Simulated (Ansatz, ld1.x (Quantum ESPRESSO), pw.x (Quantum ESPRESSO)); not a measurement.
What a changed setting does to a pw.x run (diamond F)

Potential: ultrasoft, ld1.x (Quantum ESPRESSO) 7.5, PBE; core [He], reference 2s2 2p5; waves: 2s (bound): rcut 0.65, rcutus 0.80 bohr; 2s channel at -1.93 Ry: rcut 0.65, rcutus 0.80 bohr; 2p (bound): rcut 1.00, rcutus 1.05 bohr; 2p channel at 0.6 Ry: rcut 1.00, rcutus 1.05 bohr; 3d channel at -0.1 Ry: rcut 0.80, rcutus 1.05 bohr; local part: all-electron potential smoothed inside 1.00 bohr (lloc = -1); core correction: none; augmentation: PSQ, inside the norm-conserving radii.

The reference run (k-mesh 9³, cutoffs 145/900 Ry, Fermi–Dirac 0.01 Ry, mixing_beta 0.4, conv_thr 1e-9, no spin) gives -0.02 GPa at 14.792 Å³/atom, where all-electron LAPW gives -0.01 GPa. This run, with its own iteration cap, changes k-mesh shift to 1.

```
&control
  calculation='scf', prefix='x', pseudo_dir='./', outdir='./tmp', tstress=.true., disk_io='none'
/
&system
  ibrav=0, nat=2, ntyp=1, ecutwfc=145, ecutrho=900, nbnd=15,
  occupations='smearing', smearing='fd', degauss=0.01
/
&electrons
  conv_thr=1e-09, mixing_beta=0.4, electron_maxstep=50
/
ATOMIC_SPECIES
F 1.0 F.UPF
CELL_PARAMETERS angstrom
  0.00000000 2.45475959 2.45475959
  2.45475959 0.00000000 2.45475959
  2.45475959 2.45475959 0.00000000
ATOMIC_POSITIONS crystal
F 0.0000 0.0000 0.0000
F 0.2500 0.2500 0.2500
K_POINTS automatic
9 9 9 1 1 1
```

```bash
pw.x < F.scf.in > F.scf.out
```

Q: How does the run end?

A: It converges in 7 iterations; the free energy moves by +0.0 meV/atom and the pressure by +0.00 GPa. The result is that of the reference run.

```
Message from routine setup:
     using ibrav=0 with symmetry is DISCOURAGED, use correct ibrav instead
     lattice parameter (alat)  =       6.5603  a.u.
     unit-cell volume          =     199.6427 (a.u.)^3
     number of electrons       =        14.00
     number of Kohn-Sham states=           15
     kinetic-energy cutoff     =     145.0000  Ry
     charge density cutoff     =     900.0000  Ry
     scf convergence threshold =      1.0E-09
     Exchange-correlation= PBE
     number of k points=    85  Fermi-Dirac smearing, width (Ry)=  0.0100
     iteration #  1     ecut=   145.00 Ry     beta= 0.40
     total energy              =     -96.88449954 Ry
     estimated scf accuracy    <       0.00010594 Ry
     iteration #  2     ecut=   145.00 Ry     beta= 0.40
     total energy              =     -96.88451874 Ry
     estimated scf accuracy    <       0.00002782 Ry
     iteration #  3     ecut=   145.00 Ry     beta= 0.40
     total energy              =     -96.88452274 Ry
     estimated scf accuracy    <       0.00000342 Ry
     iteration #  4     ecut=   145.00 Ry     beta= 0.40
     total energy              =     -96.88452343 Ry
     estimated scf accuracy    <       0.00000009 Ry
     iteration #  5     ecut=   145.00 Ry     beta= 0.40
     total energy              =     -96.88452357 Ry
     estimated scf accuracy    <       0.00000002 Ry
     iteration #  6     ecut=   145.00 Ry     beta= 0.40
     total energy              =     -96.88452362 Ry
     estimated scf accuracy    <          3.1E-09 Ry
     iteration #  7     ecut=   145.00 Ry     beta= 0.40
     the Fermi energy is    -3.4495 ev
!    total energy              =     -96.88452363 Ry
     estimated scf accuracy    <          1.3E-11 Ry
     smearing contrib. (-TS)   =      -0.02160064 Ry
     The total energy is F=E-TS. E is the sum of the following terms:
     one-electron contribution =     -56.24994058 Ry
     hartree contribution      =      34.35618071 Ry
     xc contribution           =     -18.06828858 Ry
     ewald contribution        =     -56.90087455 Ry
     convergence has been achieved in   7 iterations
          total   stress  (Ry/bohr**3)                   (kbar)     P=       -0.18
     Message from routine punch:
     Nothing written, as per user request (disk_io='none')
```

The run took about 3 min on one core of a shared server CPU.
